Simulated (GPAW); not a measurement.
SiC (Moissanite):

```xyz
4
Lattice="3.0760 0.0000 0.0000 -1.5380 2.6639 0.0000 0.0000 0.0000 5.0480" Properties=species:S:1:pos:R:3 pbc="T T T"
Si    1.5380    0.8880    2.5240
Si    0.0000    1.7759    0.0000
C     1.5380    0.8880    4.4675
C     0.0000    1.7759    1.9435
```

Base run:

| Quantity | Value |
| --- | --- |
| Program | GPAW 26.7.0 |
| Functional | PBEsol |
| Potentials or basis | PAW data sets generated in the run's folder for this functional |
| Cutoff | 800 eV |
| Basis | pw |
| k mesh | 9 × 9 × 5 |
| Occupations | fermi-dirac, width 0.05 eV |
| Spin | no spin polarisation |

Its results: band gap on the k mesh 2.16 eV, indirect (least direct gap 3.99 eV); pressure 1.5 GPa; largest force 0.762 eV/Å.

Problem. The run is repeated on the same cell with these changes: functional from PBEsol to PW91. What comes out?

Solution. Band gap on the k mesh 2.35 eV, indirect (least direct gap 4.13 eV); pressure 4.5 GPa; largest force 0.768 eV/Å.

PW91 binds less tightly than PBEsol, so the same cell stands under more pressure.
